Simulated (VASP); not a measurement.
Here is a VASP 6.6.1 calculation.

The input INCAR:

```
PREC = Accurate
ENCUT = 600
EDIFF = 1E-7
ISMEAR = 0
SIGMA = 0.03
LREAL = F
LASPH = T
NELM = 80
ALGO = Normal
ISIF = 3
LWAVE = F
LCHARG = F
GGA = PS
IBRION = 2
NSW = 90
EDIFFG = -0.005
KPAR = 2
```

The input KPOINTS:

```
regular mesh
0
Gamma
  6 6 6
```

File POSCAR:

```
CsPbCl3                                 
1.0
    5.6160790531      0.0000000000     -0.0000000000
   -0.0000000000      5.6160790531      0.0000000000
    0.0000000000      0.0000000000      5.6160790531
  Cs              Pb              Cl            
     1     1     3
Direct
     0.0000000000000000    0.0000000000000000    0.0000000000000000
     0.5000000000000000    0.5000000000000000    0.5000000000000000
     0.5000000000000000    0.5000000000000000    0.0000000000000000
     0.0000000000000000    0.5000000000000000    0.5000000000000000
     0.5000000000000000    0.0000000000000000    0.5000000000000000
```

Potentials or basis: VASP PAW PBE potentials, release 64 (Cs_sv, Pb_d, Cl).

Run with:

```sh
$ cat potpaw_PBE.64/Cs_sv/POTCAR potpaw_PBE.64/Pb_d/POTCAR potpaw_PBE.64/Cl/POTCAR > POTCAR
$ mpirun -np 2 vasp_std > vasp.out
```

Problem. Estimate the relaxed volume.

Solution. 35.47 Å³/atom.

Problem. Estimate the space group after relaxing (to 0.05 Å).

Solution. Pm-3m (No. 221).

Final structure:
```
CELL_PARAMETERS angstrom
5.61857 0.00000 0.00000
0.00000 5.61857 0.00000
0.00000 0.00000 5.61857
ATOMIC_POSITIONS crystal
Cs 0.00000 0.00000 0.00000
Pb 0.50000 0.50000 0.50000
Cl 0.50000 0.50000 0.00000
Cl 0.00000 0.50000 0.50000
Cl 0.50000 0.00000 0.50000
```

Caveat: the PAW data sets were made with another functional, which shifts forces and pressure a little.
